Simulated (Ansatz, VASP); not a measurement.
# Be in VASP and in Ansatz

```xyz
2
Lattice="-1.4780 1.2117 1.0813 1.2117 -1.4780 1.0813 2.6726 2.6726 -1.5691" Properties=species:S:1:pos:R:3 pbc="T T T"
Be    1.3065    3.7724   -0.4877
Be    0.4188    1.9875    0.2968
```

Alike in both runs: task single point; functional PBEsol; k mesh 20 × 20 × 10; occupations fermi-dirac, width 0.1 eV; no spin polarisation.

|  | VASP | Ansatz |
| --- | --- | --- |
| version | VASP 6.6.1 | Ansatz 0.2.0 |
| potentials or method | VASP PAW PBE potentials, release 64 (Be) | plane waves (420 eV) with PAW, scalar-relativistic |
| plane-wave cutoff (eV) | 520 | 420 |
| valence electrons in the cell | 4 | 4 |

|  | VASP | Ansatz | Ansatz less VASP |
| --- | --- | --- | --- |
| pressure (GPa) | 12.4 | 11.9 | -0.47 |
| largest component of the traceless stress (GPa) | 0.63 | 0.60 | -0.039 |

Ansatz warned: «pseudo_functional_mismatch».

Caveats: the PAW data sets were made with another functional, which shifts forces and pressure a little (VASP).
